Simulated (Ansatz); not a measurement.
## SiTe2 monolayer (2H): relaxing the cell for a phonon run

Task: relax SiTe2 monolayer (2H) tightly.

Program: Ansatz 0.2.0. Level of theory: DFT PBE, scalar-relativistic, plane waves, PAW. Results are calculated unless marked as measured.

### 1. Starting point

The cell holds 3 atoms: 1 Si and 2 Te. Cell: a = 3.680 Å, b = 3.680 Å, c = 20.000 Å, α = 90.0°, β = 90.0°, γ = 120.0°. Vacuum lies along c.

### 2. A coarse first look

First a cheap look: the gap decides the mesh and the occupations, the pressure tells how far the cell has to move.

The program solves this slab on a cell height of its own, 31.0 Å, in place of the one typed.

Contents of input.yaml:

```yaml
crystal:
  lattice:
    - [3.68, 0.0, 0.0]
    - [-1.84, 3.18697, 0.0]
    - [0.0, 0.0, 20.0]
  atoms:
    - { symbol: Si, position: [0.333333, 0.666667, 0.5] }
    - { symbol: Te, position: [0.666667, 0.333333, 0.59] }
    - { symbol: Te, position: [0.666667, 0.333333, 0.41] }
  periodic: [true, true, false]
kpoints:
  mp_grid: { grid: [6, 6, 1] }
hamiltonian:
  xc: pbe
scf:
  occupations: { method: gaussian, width: 0.1 }
output:
  forces: true
  stress: true
  eigenvalues: true
```

On the command line:

```bash
$ ansatz run input.yaml --threads 8 --pin off --max-ram 14336MiB --backend cpu --events-out ev --progress --plain --runs-dir out
```

Numbers of over 12 decimals in the logs are rounded to 6 here.

Output:

```text
[...]
--- Band table (eV; the first three rows and the last of 7) ---
  k-point 0: bands = [... 14 lower, -5.1761, -5.1761, -3.8547, -3.7404, -3.7404, -1.9518, -1.9518, -1.0042]
  k-point 1: bands = [... 14 lower, -7.3050, -5.8729, -5.7151, -4.2446, -3.5285, -2.1103, -1.2467, -0.5071]
  k-point 2: bands = [... 14 lower, -8.7331, -6.7601, -6.1380, -5.0164, -5.0130, -2.6958, -1.5110, -0.8704]
  k-point 6: bands = [... 14 lower, -9.3627, -8.4094, -8.0516, -5.1707, -5.0853, -3.5922, -1.0300, 0.4857]
[key lines of the parts left out:]
SCF converged after 9 iterations
Free energy (F): -14594.699338 eV
Fermi energy:    -5.070687 eV
P = ½ c Tr σ = -0.5006 N/m
```

Run time: 1.5 s. Hardware: 8 threads of Intel Xeon 6975P-C (Granite Rapids), shared host; peak memory 0.73 GiB; 4.9 s of CPU time.

Numbers from this step:

* gap on the k-mesh: 0 eV
* area per atom: 3.909 Å²

The coarse mesh shows no gap.

### 3. Bringing the structure to rest

Harmonic phonons are second derivatives at a point where the forces vanish, and they are wanted at zero stress, so atoms and cell are relaxed first.

The program solves this slab on a cell height of its own, 31.0 Å, in place of the one typed.

input.yaml, the sections that differ from step 2:

```yaml
kpoints:
  mp_grid: { grid: [15, 15, 1] }
output:
  forces: true
  stress: true
  eigenvalues: true
  write_density: true
  write_potential: true
  elf: true
  volumetric_format: npy
relax:
  adjacent_minimum: "off"
  f_tol: 0.005
  max_steps: 80
  cell: { stress_2d_tol: 0.02 }
# crystal, hamiltonian, scf: as in step 2
```

Output:

```text
[...]
Crystal: 3 atoms, lattice volume = 363.570 Å³
Basis set: ecut = 420 eV, 7087 PW (Γ), exchange–correlation on 50×50×432 points (8 copies of the dense FFT grid, shifted against one another)
Bands: 22, of which v1, the nominal top of the filled ones, is band 18 counted from 1 (17 counted from 0)
Symmetry: 12 space group operations
[...]
k-points: 27 of 225 (time reversal used)
[...]
SCF iter   1: F=—  HF=-14594.780329 eV  |F-HF|=—  |Δ(HF+E_count)|=         —  Δρ=1.42e-3  dr2=9.17e-3  ethr=1.77e-3  ⟨swp⟩=13.2  Hψ=4432  notcnv=0
[...]
SCF iter   7: F=-14594.780173 eV  HF=-14594.780173 eV  |F-HF|=1.89e-8  |Δ(HF+E_count)|=   7.64e-8  Δρ=2.77e-6  dr2=9.34e-8  ethr=2.78e-10  ⟨swp⟩=18.9  Hψ=6612  notcnv=0
SCF 1 converged in 7 iterations: F = -14594.780173 eV  dr2 = 9.34e-8
[...]
relax step   1: F+E_penalty+E_count = -14594.78017277 eV  Δ(F+E_penalty+E_count) = +0.000e0 eV  max|allowed force component| = 3.872e-1 eV/Å  Δτ_max = 0.0000 Å  P = -0.777 N/m  Ω = 363.570 Å³  fix = [c, alpha, beta]  reactions: c -0.000 N/m  (7 SCF iters, dr2 threshold 1.00e-7 eV, accepted)
Crystal: 3 atoms, lattice volume = 347.446 Å³
Basis set: ecut = 420 eV, 6691 PW (Γ), exchange–correlation on 50×50×432 points (8 copies of the dense FFT grid, shifted against one another)
[...]
iter 1 solved again at ethr=7.48e-5 eV; its pass at ethr=3.10e-3 eV (dr2=2.69e-2 eV) is discarded
[...]
SCF iter   6: F=-14594.828729 eV  HF=-14594.828729 eV  |F-HF|=6.89e-8  |Δ(HF+E_count)|=   2.23e-6  Δρ=7.98e-6  dr2=2.90e-7  ethr=8.33e-10  ⟨swp⟩=16.6  Hψ=7047  notcnv=0
SCF 2 converged in 6 iterations: F = -14594.828729 eV  dr2 = 2.90e-7
[...]
relax step   2: F+E_penalty+E_count = -14594.82872865 eV  Δ(F+E_penalty+E_count) = -4.856e-2 eV  max|allowed force component| = 2.716e-1 eV/Å  Δτ_max = 0.1506 Å  P = -1.011 N/m  Ω = 347.446 Å³  energy of the carried Pulay correction = +5.830e-4 eV  fix = [c, alpha, beta]  reactions: c -0.000 N/m  (6 SCF iters, dr2 threshold 3.00e-7 eV, accepted)
Crystal: 3 atoms, lattice volume = 345.657 Å³
Basis set: ecut = 420 eV, 6637 PW (Γ), exchange–correlation on 50×50×432 points (8 copies of the dense FFT grid, shifted against one another)
[...]
SCF iter   5: F=-14594.844605 eV  HF=-14594.844605 eV  |F-HF|=1.43e-7  |Δ(HF+E_count)|=   1.32e-6  Δρ=6.38e-6  dr2=1.44e-7  ethr=8.33e-10  ⟨swp⟩=17.4  Hψ=7208  notcnv=0
SCF 3 converged in 5 iterations: F = -14594.844605 eV  dr2 = 1.44e-7
relax step   3: F+E_penalty+E_count = -14594.84460539 eV  Δ(F+E_penalty+E_count) = -1.588e-2 eV  max|allowed force component| = 9.461e-2 eV/Å  Δτ_max = 0.0369 Å  P = -0.318 N/m  Ω = 345.657 Å³  energy of the carried Pulay correction = +6.493e-4 eV  fix = [c, alpha, beta]  reactions: c -0.000 N/m  (5 SCF iters, dr2 threshold 3.00e-7 eV, accepted)
[...]
relax step   4: F+E_penalty+E_count = -14594.84648902 eV  Δ(F+E_penalty+E_count) = -1.884e-3 eV  max|allowed force component| = 3.368e-3 eV/Å  Δτ_max = 0.0163 Å  P = -0.049 N/m  Ω = 345.122 Å³  energy of the carried Pulay correction = +6.692e-4 eV  fix = [c, alpha, beta]  reactions: c -0.000 N/m  (5 SCF iters, dr2 threshold 3.00e-7 eV, accepted)
[...]
relax step   5: F+E_penalty+E_count = -14594.84650365 eV  Δ(F+E_penalty+E_count) = -1.463e-5 eV  max|allowed force component| = 1.255e-3 eV/Å  Δτ_max = 0.0001 Å  P = -0.032 N/m  Ω = 345.004 Å³  energy of the carried Pulay correction = +6.736e-4 eV  fix = [c, alpha, beta]  reactions: c -0.000 N/m  (4 SCF iters, dr2 threshold 3.22e-9 eV, accepted)
[...]
relax step   6: F+E_penalty+E_count = -14594.84652285 eV  Δ(F+E_penalty+E_count) = -1.920e-5 eV  max|allowed force component| = 6.161e-4 eV/Å  Δτ_max = 0.0004 Å  P = +0.001 N/m  Ω = 344.712 Å³  energy of the carried Pulay correction = +6.845e-4 eV  fix = [c, alpha, beta]  reactions: c +0.000 N/m  (4 SCF iters, dr2 threshold 1.40e-9 eV, accepted)
Basis set: ecut = 420 eV, 6625 PW (Γ), exchange–correlation on 48×48×432 points (8 copies of the dense FFT grid, shifted against one another)
[...]
SCF iter   1: F=—  HF=-14594.845864 eV  |F-HF|=—  |Δ(HF+E_count)|=         —  Δρ=2.15e-5  dr2=2.28e-7  ethr=7.68e-7  ⟨swp⟩=5.2  Hψ=6717  notcnv=0
eigensolver tolerance schedule: the retry pair's looser diagonalisation over-reported the residual by 1212.44 of it (diagonalisation noise at 0.43 of the residual, at the tolerance the schedule requests for it); recorded, not acted on — ethr = c·dr2/N_el stays at c = 1.0e-1
[...]
SCF iter   2: F=—  HF=-14594.845901 eV  |F-HF|=—  |Δ(HF+E_count)|=   3.66e-5  Δρ=5.70e-6  dr2=9.71e-8  ethr=6.33e-10  ⟨swp⟩=5.3  Hψ=1935  notcnv=0
[...]
SCF iter   5: F=-14594.845901 eV  HF=-14594.845901 eV  |F-HF|=3.35e-10  |Δ(HF+E_count)|=   1.27e-9  Δρ=2.67e-8  dr2=2.45e-12  ethr=1.00e-12  ⟨swp⟩=15.8  Hψ=5076  notcnv=0
SCF 7 converged in 5 iterations: F = -14594.845901 eV  dr2 = 2.45e-12
relax step   7: F+E_penalty+E_count = -14594.84590072 eV  Δ(F+E_penalty+E_count) = +6.221e-4 eV  max|allowed force component| = 4.953e-4 eV/Å  Δτ_max = 0.0000 Å  P = -0.002 N/m  Ω = 344.712 Å³  fix = [c, alpha, beta]  reactions: c -0.000 N/m  stress off target by 1.97e-3 N/m on what of the cell is left free  SCF on the basis re-selected at this cell (its energy is not comparable with the rows above)  (5 SCF iters)
basis re-selected at this cell: Δ(F+E_penalty+E_count) = +6.221e-4 eV, ΔP = -0.003 N/m vs the last step (what re-selecting the basis moved, of the pressure what is left beyond the Pulay correction that the steps carried, after the strain that the cell walked since its last selection, with what the two solves' SCF thresholds leave and, on support functions, any second-order correction that the steps lacked; it is no measure of the basis error at this ecutwfc). The dense FFT grid was sized anew with the basis: this SCF ran on 24×24×216 points, the steps before it on 25×25×216, so part of this shift can come from that change (see relax.cell in the input reference). [rest of the remark cut]
SCF converged after 5 iterations
Free energy (F): -14594.845901 eV
[...]
Internal energy: -14594.835731 eV  (E = F + TS)
E sigma→0 (E₀):  -14594.840816 eV
Entropy (-TS):   -0.010169 eV (-3.390 meV/atom)
Fermi energy:    -4.854189 eV
[...]
--- Forces (eV/Å), atoms counted from 1 ---
  atom   1  Si     0.00000000     0.00000000     0.00000000
  atom   2  Te     0.00000000    -0.00000000    -0.00049525
  atom   3  Te     0.00000000    -0.00000000     0.00049525
  max |Σ_I F_I| component: 2.16e-16 eV/Å
--- 2D stress c σ (N/m, compression-positive) ---
       -0.001969      -0.000000       0.000000
       -0.000000      -0.001969       0.000000
        0.000000       0.000000      -0.000000
  P = ½ c Tr σ = -0.0020 N/m
--- Band table (eV; the first three rows and the last of 27) ---
  k-point 0: bands = [... 14 lower, -4.3507, -4.3507, -3.6334, -3.1817, -3.1817, -1.3241, -1.3241, -0.8393]
  k-point 1: bands = [... 14 lower, -5.1004, -4.5164, -3.7031, -3.3051, -3.2926, -1.5198 (-1.5198°), -1.1723, -0.7003]
  k-point 2: bands = [... 14 lower, -6.3039, -4.9036, -4.7974, -3.5787, -3.1666, -1.9206, -0.8661, -0.4657]
  k-point 26: bands = [... 14 lower, -9.2616, -8.2124, -8.0544, -5.3004, -5.2474, -3.8359, -1.2055, 0.4524]
  ° read free of the cell's end (the report's vacuum.weakly_bound_levels)
--- Relaxed structure (6 steps of the walk, 6 accepted, 1 SCFs on fresh bases) ---
  F+E_penalty+E_count = -14594.84590072 eV   max|allowed force component| = 4.953e-4 eV/Å   (the final SCF, on the basis selected at the relaxed cell)
  cell:  # Å, volume = 344.7116 Å³
    - [3.583289, 0, 0]
    - [-1.791644, 3.103219, 0]
    - [0, 0, 31.0]
  atoms:
    - { symbol: Si, position: [0.333333, 0.666667, 0.322581] }
    - { symbol: Te, position: [0.666667, 0.333333, 0.383799] }
    - { symbol: Te, position: [0.666667, 0.333333, 0.261363] }
```

The job ended after 12 s (8 threads; peak memory 0.99 GiB; 87 s of CPU time).

Step by step:

| step | energy less that of the first step (eV) | largest force component (eV/Å) | volume (Å³) |
| --- | --- | --- | --- |
| 1 | 0.0000 | 0.3872 | 363.57 |
| 2 | -0.0486 | 0.2716 | 347.45 |
| 3 | -0.0644 | 0.0946 | 345.66 |
| 4 | -0.0663 | 0.0034 | 345.12 |
| 5 | -0.0663 | 0.0013 | 345.00 |
| 6 | -0.0664 | 0.0006 | 344.71 |
| 7* | -0.0657 | 0.0005 | 344.71 |

Relaxation steps marked * repeat the geometry before them on a plane-wave basis chosen anew for their cell, so energy and pressure can jump there.

The run keeps the 12 symmetry operations that it works with, so distortions that break them were not tested.

| cell as run | before | after | change |
| --- | --- | --- | --- |
| a (Å) | 3.680 | 3.583 | -2.6 % |
| b (Å) | 3.680 | 3.583 | -2.6 % |

The atoms that moved most (Å, along periodic axes as changes of fractional coordinates times the final cell, across vacuum about the mean position):

| atom | dx | dy | dz | length |
| --- | --- | --- | --- | --- |
| Te2 | 0.000 | 0.000 | 0.098 | 0.098 |
| Te3 | 0.000 | 0.000 | -0.098 | 0.098 |

The relaxed structure:

```
Si Te
1.0
     3.58329    0.00000    0.00000
    -1.79164    3.10322    0.00000
     0.00000    0.00000   31.00000
Si Te
1 2
Direct
  0.33333 0.66667 0.32258
  0.66667 0.33333 0.38380
  0.66667 0.33333 0.26136
```

Numbers from this step:

```yaml
area_per_atom: 3.707 Å²
```

Electrostatic potential energy in the ac plane at fractional y = 0.333, with atoms of Te within 0.2 Å of it. With pseudopotentials it is smooth inside the atoms' cores, unlike the true potential.

Values in eV, 24 rows by 14 columns, each cell a mean:
```
  0   0   0   0   0   0   0   0   0   0   0   0   0   0
  0   0   0   0   0   0   0   0   0   0   0   0   0   0
  0   0   0   0   0   0   0   0   0   0   0   0   0   0
  0   0   0   0   0   0   0   0   0   0   0   0   0   0
  0   0   0   0   0   0   0   0   0   0   0   0   0   0
  0   0   0   0   0   0   0   0   0   0   0   0   0   0
  0   0   0   0   0   0   0   0   0   0   0   0   0   0
  0   0   0   0   0   0   0   0   0   0   0   0   0   0
  0   0   0   0   0   0   0   0   0   0   0   0   0   0
  0   0   0   0   0   0   0   0   0   0   0   0   0   0
  0   0   0   0   0   0   0   0   0   0   0   0   0   0
  0   0   0   0   0   0   0   0   0   0   0   0   0   0
  0   0   0   0   0   0   0   0   0   0   0   0   0   0
 -1  -1   0  -1  -1  -1  -2  -4  -5  -5  -5  -4  -3  -2
 -7  -4  -2  -3  -5 -12 -17 -11  -5  -4  -5  -8 -15 -16
 -5  -5  -5  -5  -5  -7 -10 -11 -10 -10 -10 -11 -11  -8
 -6  -7  -8  -8  -6  -5  -5  -6  -7  -7  -7  -6  -5  -5
 -7  -4  -3  -3  -6 -13 -18 -11  -5  -3  -4  -8 -16 -17
 -3  -1  -1  -1  -2  -4  -7 -10 -10  -9 -10 -10  -9  -6
  0   0   0   0   0   0   0   0   0   0   0   0   0   0
  0   0   0   0   0   0   0   0   0   0   0   0   0   0
  0   0   0   0   0   0   0   0   0   0   0   0   0   0
  0   0   0   0   0   0   0   0   0   0   0   0   0   0
  0   0   0   0   0   0   0   0   0   0   0   0   0   0
```
Columns run along a (3.6 Å; values clipped at the 3rd and 97th percentile), rows up along c (31.0 Å). Atoms in or near the plane, at fractional coordinates: Te at (0.67, 0.38), Te at (0.67, 0.26).

Valence density in the ac plane at fractional y = 0.333, with atoms of Te within 0.2 Å of it. It is the smooth field of the valence electrons, not physical close to the nuclei.

Ten steps, logarithmic in the rise over the least value, from '0' (0 e/Å³) to '9' (10 e/Å³), each cell a mean:
```
00000000000000
00000000000000
00000000000000
00000000000000
00000000000000
00000000000000
00000000000000
00000000000000
00000000000000
00000000000000
00000000000000
00000000000000
00000000000000
00000011222111
21112347999853
22222234566433
22222222222222
22112347999864
11001123555432
00000000000000
00000000000000
00000000000000
00000000000000
00000000000000
```
Columns run along a (3.6 Å), rows up along c (31.0 Å). Atoms in or near the plane, at fractional coordinates: Te at (0.67, 0.38), Te at (0.67, 0.26).

ELF in the ac plane at fractional y = 0.333, with atoms of Te within 0.2 Å of it. It is the smooth field of the valence electrons, not physical close to the nuclei.

Ten even steps from '0' (0.00) to '9' (0.68), each cell a mean:
```
00000000000000
00000000000000
00000000000000
00000000000000
00000000000000
00000000000000
00000000000000
00000000000000
00000000000000
00000000000000
00000000000000
00000000000000
00000001111100
41013689999987
85347875222468
76667776545567
78787765444456
75347874211367
63125899989999
00000123444321
00000000000000
00000000000000
00000000000000
00000000000000
```
Columns run along a (3.6 Å), rows up along c (31.0 Å). Atoms in or near the plane, at fractional coordinates: Te at (0.67, 0.38), Te at (0.67, 0.26).

(Continued in part 2 of 2.)

[Logs are printed without paths, hosts, clocks, repeated set-up lines and the standing remarks that a program may print on its own settings, such as how far it seeks lower states.]

[Hosts, paths, dates, database ids (printed as entryN), source tags and the programs' standing remarks are cut or masked in the printed files.]
